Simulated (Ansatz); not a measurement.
# Mn (P6_3/mmc) in Ansatz: notebook, part 2 of 2

Ansatz 0.2.0. The steps go on from the part before.

## Step 4: Relaxation of cell and atoms, PBE+D3(BJ), collinear spin, ferromagnetic start

Contents of input.yaml:

```yaml
crystal:
  lattice:
    - [2.4836457705, 0.0, 0.0]
    - [-1.2418228853, 2.1509003313, 0.0]
    - [0.0, 0.0, 4.026195]
  atoms:
    - { symbol: Mn, position: [0.3333333333, 0.6666666667, 0.25], spin: 4.0 }
    - { symbol: Mn, position: [0.6666666667, 0.3333333333, 0.75], spin: 4.0 }
hamiltonian:
  xc: pbe
  pseudopotentials: { kind: paw }
  dispersion: d3bj
magnetization:
  spin_polarized: true
kpoints:
  mp_grid: { grid: [12, 12, 7] }
scf:
  occupations: { method: fermi_dirac, width: 0.05 }
output:
  forces: true
  stress: true
  eigenvalues: true
relax:
  f_tol: 0.01
  max_steps: 40
  cell: { stress_tol: 0.05 }
```

Potentials or basis: Ansatz PAW.

The run is started by

```bash
ansatz run input.yaml --threads 2 --pin off --max-ram 5632MiB --backend cpu --events-out ev --progress --plain --runs-dir out
```

The program printed:

```text
Warning: RAYON_NUM_THREADS=2 ignored (pool sized by the plan → 2); use --threads N
Engine: ansatz 0.2.0, x86_64-unknown-linux-gnu
Pseudopotentials: kind: paw
Pseudopotential: Mn, paw, valence charge 15, recommended cutoff 420 eV (normal), Mn.paw.azcp
Functional definition: PBE
  parameter kappa = 0.804
  parameter beta = 0.06672455060314922
  exchange = pbe_x(kappa = kappa, mu = beta*pi^2/3)
  correlation = pbe_c(beta = beta)
Crystal: 2 atoms, lattice volume = 21.508 Å³
Basis set: ecut = 420 eV, 391 PW (Γ), exchange–correlation on 36×36×54 points (8 copies of the dense FFT grid, shifted against one another)
Bands: 23, of which v1, the nominal top of the filled ones, is band 15 counted from 1 (14 counted from 0)
Symmetry: 24 space group operations
Space group: P63/mmc (ITA 194), of the structure as read, at distance tolerance 2.8e-5 Å
Magnetic group: BNS 194.263 (UNI 1493), of the structure as read, at distance tolerance 2.8e-5 Å
k-points: 76 of 1008
Non-local potential: Mn, projectors of the file, l = 0: 3, l = 1: 2, l = 2: 3, l = 3: 1
PAW form: soft (Blöchl's): semilocal exchange-correlation on the pseudo side does not see the compensation charge
PAW one-centre angular grid: Mn, 590 points (default); XC on 64 Gauss nodes
Initial density: superposition of atomic densities (chi_scale 0.1, normalization cell)
Starting moments: Σ|m| = 8 μB on 2 of 2 sites
Initial wavefunctions: pseudopotential atomic-orbital guess
Functional: x = pbe(κ = 0.804, μ = 0.2195149727645171), c = pbe(β = 0.06672455060314922)
SCF iter   1: F=—  HF=-7794.545453 eV  |F-HF|=—  |Δ(HF+E_count)|=         —  Δρ=1.42e-1 (↑1.42e-1 ↓5.78e-2)  dr2=1.99e0  dr2_m=1.72e0  M=5.927 μB ∫|m|=5.943 μB  β_m=0.30  ethr=3.10e-3  ⟨swp⟩=3.7  Hψ=12383  notcnv=0
Mixer restart at iter 1: flushing history
preconditioner: auto → none  [metal: Δε(μ)=0.005 eV  Ē_g=9.846 eV  σ=0.050 eV  W_gap=0.02  n_scr=2 (ndim 8)  ℏωp=30.0 eV  f_vac=0.000  D(μ)=3.16/eV (n_scr^D=42)  sad-step TF]
SCF iter   2: F=—  HF=-7794.511798 eV  |F-HF|=—  |Δ(HF+E_count)|=   3.37e-2  Δρ=7.82e-2 (↑7.82e-2 ↓5.06e-2)  dr2=3.26e-1  dr2_m=7.67e-1  M=5.893 μB ∫|m|=5.914 μB  β_m=0.49  ethr=3.10e-3  ⟨swp⟩=2.4  Hψ=6035  notcnv=0  defer=232
SCF iter   3: F=—  HF=-7796.169483 eV  |F-HF|=—  |Δ(HF+E_count)|=    1.66e0  Δρ=5.87e-2 (↑5.87e-2 ↓4.31e-2)  dr2=6.08e-2  dr2_m=5.05e-1  M=5.259 μB ∫|m|=5.293 μB  β_m=0.23  ethr=1.09e-3  ⟨swp⟩=2.0  Hψ=4393  notcnv=0  defer=234
SCF iter   4: F=—  HF=-7801.599742 eV  |F-HF|=—  |Δ(HF+E_count)|=         —  Δρ=3.35e-1 (↑3.35e-1 ↓2.70e-1)  dr2=7.71e-1  dr2_m=1.80e1  M=0.345 μB ∫|m|=0.394 μB  β_m=1.00  ethr=2.03e-4  ⟨swp⟩=2.9  Hψ=5825  notcnv=0  defer=234
Mixer restart at iter 4: flushing history
SCF iter   5: F=—  HF=-7800.042449 eV  |F-HF|=—  |Δ(HF+E_count)|=    1.56e0  Δρ=1.04e-1 (↑9.40e-2 ↓1.04e-1)  dr2=5.47e0  dr2_m=6.40e-3  M=0.293 μB ∫|m|=0.303 μB  β_m=0.74  ethr=1.67e-4  ⟨swp⟩=4.1  Hψ=9816  notcnv=0  defer=234
SCF iter   6: F=—  HF=-7803.023889 eV  |F-HF|=—  |Δ(HF+E_count)|=    2.98e0  Δρ=1.65e-1 (↑1.65e-1 ↓1.35e-1)  dr2=1.23e1  dr2_m=5.22e-2  M=0.060 μB ∫|m|=0.072 μB  β_m=0.52  ethr=1.67e-4  ⟨swp⟩=4.1  Hψ=12158  notcnv=0  defer=180  recentre
SCF iter   7: F=—  HF=-7798.339591 eV  |F-HF|=—  |Δ(HF+E_count)|=    4.68e0  Δρ=1.24e-2 (↑1.10e-2 ↓1.24e-2)  dr2=1.57e-3  dr2_m=2.68e-2  M=0.092 μB ∫|m|=0.100 μB  β_m=0.76  ethr=1.67e-4  ⟨swp⟩=4.0  Hψ=10577  notcnv=0  defer=357
SCF iter   8: F=—  HF=-7798.340793 eV  |F-HF|=—  |Δ(HF+E_count)|=   1.20e-3  Δρ=9.13e-3 (↑7.06e-3 ↓9.13e-3)  dr2=1.11e-3  dr2_m=1.28e-2  M=0.054 μB ∫|m|=0.060 μB  β_m=0.88  ethr=5.25e-6  ⟨swp⟩=2.6  Hψ=6942  notcnv=0  defer=272
SCF iter   9: F=—  HF=-7798.340595 eV  |F-HF|=—  |Δ(HF+E_count)|=   1.98e-4  Δρ=2.09e-3 (↑2.09e-3 ↓1.55e-3)  dr2=1.70e-3  dr2_m=1.92e-5  M=0.000 μB ∫|m|=0.001 μB  β_m=0.86  ethr=3.69e-6  ⟨swp⟩=2.0  Hψ=5989  notcnv=0  defer=274
SCF iter  10: F=—  HF=-7798.340174 eV  |F-HF|=—  |Δ(HF+E_count)|=   4.21e-4  Δρ=1.71e-4 (↑1.71e-4 ↓1.60e-4)  dr2=1.63e-5  dr2_m=2.41e-7  M=-0.000 μB ∫|m|=0.001 μB  β_m=0.88  ethr=3.69e-6  ⟨swp⟩=2.9  Hψ=6624  notcnv=0  defer=274
SCF iter  11: F=—  HF=-7798.340187 eV  |F-HF|=—  |Δ(HF+E_count)|=   1.30e-5  Δρ=9.56e-5 (↑9.56e-5 ↓2.09e-5)  dr2=1.82e-6  dr2_m=3.55e-7  M=0.000 μB ∫|m|=0.000 μB  β_m=0.94  ethr=5.44e-8  ⟨swp⟩=2.1  Hψ=4431  notcnv=0  defer=274
SCF iter  12: F=—  HF=-7798.340188 eV  |F-HF|=—  |Δ(HF+E_count)|=   1.01e-6  Δρ=9.64e-6 (↑9.64e-6 ↓4.65e-6)  dr2=5.95e-9  dr2_m=9.57e-9  M=0.000 μB ∫|m|=0.000 μB  β_m=0.95  ethr=6.06e-9  ⟨swp⟩=2.5  Hψ=5435  notcnv=0  defer=274
SCF iter  13: F=—  HF=-7798.340188 eV  |F-HF|=—  |Δ(HF+E_count)|=   4.40e-9  Δρ=6.14e-7 (↑6.14e-7 ↓5.46e-7)  dr2=4.31e-11  dr2_m=3.92e-11  M=0.000 μB ∫|m|=0.000 μB  β_m=0.90  ethr=1.98e-11  ⟨swp⟩=2.5  Hψ=5546  notcnv=0  defer=274
[... 69 lines left out ...]
basis re-selected at this cell: Δ(F+E_penalty+E_count) = +1.495e-4 eV, ΔP = +0.004 GPa vs the last step (what re-selecting the basis moved, of the pressure what is left beyond the Pulay correction that the steps carried, after the strain that the cell walked since its last selection, with what the two solves' SCF thresholds leave and, on support functions, any second-order correction that the steps lacked; it is no measure of the basis error at this ecutwfc). This SCF's stress stands 7.29e-3 GPa from its target on what of the cell is left free (relax.cell.stress_tol is 5.00e-2 GPa) and its largest allowed force component is 1.39e-17 eV/Å (relax.f_tol is 1.00e-2 eV/Å): within both
SCF converged after 8 iterations
Magnetization: 0.0000 μB (15.0000 up, 15.0000 down)
Absolute magnetization: 0.0000 μB (∫|ρ↑−ρ↓|, with the PAW one-centre terms)
Spin contamination: 0.0000 ħ² per cell (⟨S²⟩ above its minimum at these occupations)
Per-site moments (μB) at R_I (Å): [(1.127214979261121e-8, 1.0108771387162885), (1.1272150146782113e-8, 1.0108771387162885)]
Free energy (F): -7798.351884 eV
Harris-Foulkes:  -7798.351884 eV  (|F-HF|=2.73e-12)
Internal energy: -7798.330662 eV  (E = F + TS)
E sigma→0 (E₀):  -7798.341273 eV
Entropy (-TS):   -0.021222 eV (-10.611 meV/atom)
Fermi energy:    20.768000 eV
--- Per-component energies (eV) ---
  E_band       = -298.134722
  E_kinetic    = 618.715027
  E_local      = -3072.806682  (includes V_loc(G=0)·N_el)
  E_nonlocal   = 472.361121
  E_hartree    = 1283.168934
  E_xc         = -232.345151
  E_vxc        = -297.828463  (∫ρ·V_xc dr)
  E_paw        = -2592.172405  (= ΣΔE_a)
  E_vpaw       = -584.913530  (= ΣTr[D̂ρ^β])
  E_aug_tail   = -0.000018  (compensation charges beyond the density's cutoff)
  E_ewald      = -4274.473541
  E_disp       = -0.777948  (pairwise vdW)
  E_smearing   = -0.021222  (= −TS)
  E_closure    = -0.000000  (closes the sum)
  Σ components = -7798.351884   (vs F -7798.351884, Δ=0.00e0)
--- Forces (eV/Å), atoms counted from 1 ---
  atom   1  Mn    -0.00000000     0.00000000     0.00000000
  atom   2  Mn     0.00000000    -0.00000000     0.00000000
  max |Σ_I F_I| component: 2.31e-18 eV/Å
--- Stress (GPa, compression-positive) ---
        0.007290       0.000000      -0.000000
        0.000000       0.007290       0.000000
       -0.000000       0.000000      -0.005496
  P = ⅓ Tr σ = 0.0030 GPa (0.030 kbar)
--- Band table (eV; the first three rows and the last of 152) ---
  k-point 0 ↑: bands = ["-58.4061", "-58.2282", "-27.4964", "-26.7751", "-26.7751", "-26.6624", "-26.6624", "-26.6521", "12.4392", "16.2039", "19.7631", "19.7895", "19.7895", "20.2800", "20.2800", "20.8304", "20.8304", "21.4913", "22.4518", "22.4518", "30.2923", "41.6394", "44.9459"]
  k-point 1 ↑: bands = ["-58.3974", "-58.2371", "-27.4559", "-26.7695", "-26.7695", "-26.6952", "-26.6680", "-26.6680", "12.6623", "16.1737", "19.6766", "19.7201", "19.7201", "20.1954", "20.1954", "20.9055", "21.0111", "21.0111", "22.4421", "22.4421", "31.2381", "41.4095", "44.5046"]
  k-point 2 ↑: bands = ["-58.3729", "-58.2619", "-27.3416", "-26.8154", "-26.7539", "-26.7539", "-26.6837", "-26.6837", "13.3023", "15.9552", "19.4555", "19.6363", "19.6363", "19.8423", "19.9960", "19.9960", "21.4045", "21.4045", "22.3696", "22.3696", "33.4764", "40.7268", "43.2319"]
  k-point 75 ↓: bands = ["-58.1926", "-58.1926", "-27.3133", "-27.3133", "-27.1742", "-27.1167", "-26.8065", "-26.8065", "17.8131", "17.9120", "17.9120", "18.0207", "19.1323", "19.1323", "20.6806", "20.9926", "22.5082", "22.5082", "28.6999", "28.6999", "29.7955", "31.0666", "33.2511"]
--- Relaxed structure (4 steps of the walk, 4 accepted, 1 SCFs on fresh bases) ---
  F+E_penalty+E_count = -7798.35188375 eV   max|allowed force component| = 1.388e-17 eV/Å   (the final SCF, on the basis selected at the relaxed cell)
  cell:  # Å, volume = 20.9815 Å³
    - [2.4638389205985547, 2.8637334085677293e-11, -1.3186670048048992e-33]
    - [-1.231919460324078, 2.1337470960568603, -7.805784381504787e-34]
    - [-2.2306102610387487e-33, -2.695320732088488e-33, 3.9909872130734665]
  atoms:
    - { symbol: Mn, position: [0.3333333333333333, 0.6666666666666667, 0.24999999999999997] }
    - { symbol: Mn, position: [0.6666666666666667, 0.33333333333333337, 0.7499999999999999] }
```

It took 32 s on 2 threads of Intel Xeon at 2.50GHz (Skylake/Cascade Lake), shared host; peak memory 0.38 GiB.

Results:

| Quantity | Value |
| --- | --- |
| Free energy | -7798.3519 eV |
| Relaxed volume | 10.49 Å³/atom |
| Relaxed cell | a = 2.464 Å, b = 2.464 Å, c = 3.991 Å, α = 90.00°, β = 90.00°, γ = 120.00° |
| Space group after relaxing (to 0.05 Å) | P6_3/mmc (No. 194) |
| Energy gained by relaxing | 5.8 meV/atom |
| Ionic steps | 5 |
| Pressure after relaxing | 0.0 GPa |
| Band gap on the k mesh | none (metal or under the smearing width) |
| Net moment | 0.00 μB per cell |
| Absolute moment | 0.00 μB per cell |

Step by step:
```csv
step,energy change (eV),largest force (eV/Å),volume (Å³)
1,0.0000,0.0000,21.51
2,-0.0105,0.0000,21.15
3,-0.0118,0.0000,20.97
4,-0.0118,0.0000,20.98
5,-0.0117,0.0000,20.98
```

Final structure:
```
Mn
1.0
     2.46384    0.00000    0.00000
    -1.23192    2.13375    0.00000
     0.00000    0.00000    3.99099
Mn
2
Direct
  0.33333 0.66667 0.25000
  0.66667 0.33333 0.75000
```

Levels at points of the mesh, in eV from the Fermi level:
Spin up:
```
            k point  band 11  band 12  band 13  band 14  band 15  band 16  band 17  band 18  band 19  band 20
 (0.00, 0.00, 0.00)    -1.00    -0.98    -0.98    -0.49    -0.49     0.06     0.06     0.72     1.68     1.68
(0.00, -0.50, 0.00)    -3.82    -1.38    -1.19    -0.96    -0.43     1.90     2.05     2.13     3.71     5.85
```
Spin down:
```csv
k point,band 11,band 12,band 13,band 14,band 15,band 16,band 17,band 18,band 19,band 20
"(0.00, 0.00, 0.00)",-1.00,-0.98,-0.98,-0.49,-0.49,0.06,0.06,0.72,1.68,1.68
"(0.00, -0.50, 0.00)",-3.82,-1.38,-1.19,-0.96,-0.43,1.90,2.05,2.13,3.71,5.85
```

Caveat: the starting moments collapsed, and a magnetic state may lie lower; the plane-wave basis is chosen anew once the cell has moved, so the energies of steps on either side of that aren't comparable; pairwise dispersion overbinds metals, which lowers pressure and volume; the starting moments weren't kept.

## Step 5: Relaxation of cell and atoms, BLYP, collinear spin, ferromagnetic start

Edit input.yaml of step 4 so:

```diff
@@ -9,5 +9,4 @@
 hamiltonian:
-  xc: pbe
+  xc: blyp
   pseudopotentials: { kind: paw }
-  dispersion: d3bj
 magnetization:
```

The run is started by

```bash
ansatz run input.yaml --threads 2 --pin off --max-ram 5632MiB --backend cpu --events-out ev --progress --plain --runs-dir out
```

Wall time 36 s (2 threads of Intel Xeon at 2.50GHz (Skylake/Cascade Lake), shared host); peak memory 0.39 GiB.

Results (log left out):

```
Free energy                            : -7812.0458 eV
Relaxed volume                         : 11.10 Å³/atom
Relaxed cell                           : a = 2.513 Å, b = 2.513 Å, c = 4.060 Å, α = 90.00°, β = 90.00°, γ = 120.00°
Space group after relaxing (to 0.05 Å) : P6_3/mmc (No. 194)
Energy gained by relaxing              : 9.1 meV/atom
Ionic steps                            : 5
Pressure after relaxing                : 0.0 GPa
Band gap on the k mesh                 : none (metal or under the smearing width)
Net moment                             : 0.00 μB per cell
Absolute moment                        : 0.00 μB per cell
```

Step by step:
| step | energy change (eV) | largest force (eV/Å) | volume (Å³) |
| --- | --- | --- | --- |
| 1 | 0.0000 | 0.0000 | 21.51 |
| 2 | -0.0158 | 0.0000 | 21.95 |
| 3 | -0.0179 | 0.0000 | 22.18 |
| 4 | -0.0179 | 0.0000 | 22.20 |
| 5 | -0.0182 | 0.0000 | 22.20 |

Final structure:
```xyz
2
Lattice="2.5126 0.0000 0.0000 -1.2563 2.1760 0.0000 0.0000 0.0000 4.0597" Properties=species:S:1:pos:R:3 pbc="T T T"
Mn    0.0000    1.4506    1.0149
Mn    1.2563    0.7253    3.0448
```

Levels at points of the mesh, in eV from the Fermi level:
Spin up:
```csv
k point,band 12,band 13,band 14,band 15,band 16,band 17,band 18,band 19
"(0.00, 0.00, 0.00)",-0.92,-0.92,-0.47,-0.47,0.02,0.02,0.94,1.54
"(0.00, -0.50, 0.00)",-1.20,-1.12,-0.87,-0.40,1.72,1.88,1.93,3.50
```
Spin down:
```tsv
k point	band 12	band 13	band 14	band 15	band 16	band 17	band 18	band 19
(0.00, 0.00, 0.00)	-0.92	-0.92	-0.47	-0.47	0.02	0.02	0.94	1.54
(0.00, -0.50, 0.00)	-1.20	-1.12	-0.87	-0.40	1.72	1.88	1.93	3.50
```

Caveat: the starting moments collapsed, and a magnetic state may lie lower; the plane-wave basis is chosen anew once the cell has moved, so the energies of steps on either side of that aren't comparable; the PAW data sets come from PBE, with cores solved anew for the run's functional, which leaves a small shift of forces and pressure; the starting moments weren't kept.
